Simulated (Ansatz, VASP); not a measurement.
This is a calculation of FeO (Wuestite) for Ansatz 0.2.0. 

File input.yaml:

```yaml
crystal:
  lattice:
    - [0.0, 2.1554, 2.1554]
    - [2.1554, 0.0, 2.1554]
    - [2.1554, 2.1554, 0.0]
  atoms:
    - { symbol: Fe, position: [0.0, 0.0, 0.0], spin: 3.0 }
    - { symbol: O, position: [0.5, 0.5, 0.5] }
hamiltonian:
  xc: rpbe
  pseudopotentials: { kind: paw }
magnetization:
  spin_polarized: true
kpoints:
  mp_grid: { grid: [11, 11, 11] }
scf:
  occupations: { method: gaussian, width: 0.05 }
output:
  forces: true
  stress: true
  eigenvalues: true
  write_density: true
  write_potential: true
  elf: true
  volumetric_format: npy
```

Potentials or basis: Ansatz PAW.

The run is started by

```bash
$ ansatz run input.yaml --threads 2 --pin off --max-ram 5632MiB --backend cpu --events-out ev --progress --plain --runs-dir out
```

**Question.** Translate it to VASP 6.6.1. Potentials or basis there: PBE PAW files Fe_pv, O, 520 eV.

**Answer.** As run (cutoffs and basis follow the program's own potentials, and thresholds, step limits or extra output files can differ):

INCAR

```
SYSTEM = FeO
PREC     = Accurate       ! precision mode
ENCUT    = 520            ! plane-wave cutoff, eV
EDIFF    = 1E-7           ! SCF threshold, eV
ISMEAR   = 0              ! smearing method
SIGMA    = 0.05           ! smearing width, eV
LREAL    = .FALSE.        ! projectors in reciprocal space
LASPH    = .TRUE.         ! aspherical terms in the spheres
NELM     = 100            ! most SCF steps
ALGO     = Normal         ! electronic algorithm
ISIF     = 2              ! what is computed and relaxed
LWAVE    = .FALSE.        ! write WAVECAR
LCHARG   = .TRUE.         ! write CHGCAR
ISPIN    = 2              ! spin polarisation
MAGMOM   = 3 0            ! initial moments
LORBIT   = 11             ! projections on sites
LMAXMIX  = 4              ! l up to which the mixer works
GGA      = RP             ! functional
LELF     = .TRUE.         ! ELF
LVHAR    = .TRUE.       
NBANDS   = 21             ! bands
```

KPOINTS

```
regular mesh
0
G
  11 11 11
  0 0 0
```

The input POSCAR:

```
FeO
1.0
    0.0000000000      2.1554000000      2.1554000000
    2.1554000000      0.0000000000      2.1554000000
    2.1554000000      2.1554000000      0.0000000000
Fe O
1 1
Cartesian
    0.0000000000      0.0000000000      0.0000000000
    2.1554000000      2.1554000000      2.1554000000
```

Potentials or basis: VASP PAW PBE potentials, release 64 (Fe_pv, O).

Command:

```sh
$ cat potpaw_PBE.64/Fe_pv/POTCAR potpaw_PBE.64/O/POTCAR > POTCAR
$ mpirun -np 1 vasp_std > vasp.out
```

Both were run:

|  | Ansatz | VASP |
| --- | --- | --- |
| Pressure | 5.3 GPa | 5.3 GPa |
| Net moment | 4.00 μB per cell | 4.00 μB per cell |

Ansatz's pressure holds a Pulay term of +0.60 GPa for its cutoff of 420 eV, which the other run lacks.

The potentials hold 22 and 20 valence electrons a cell.

Ansatz's potentials were made for PBE. VASP's potentials were made for PBE.

Where Ansatz's input types no cutoff or centring, it takes its own default and a Γ-centred mesh.

The magnetic state is the one that the start led to; the real crystal's order can differ.

Pressure is positive in compression.
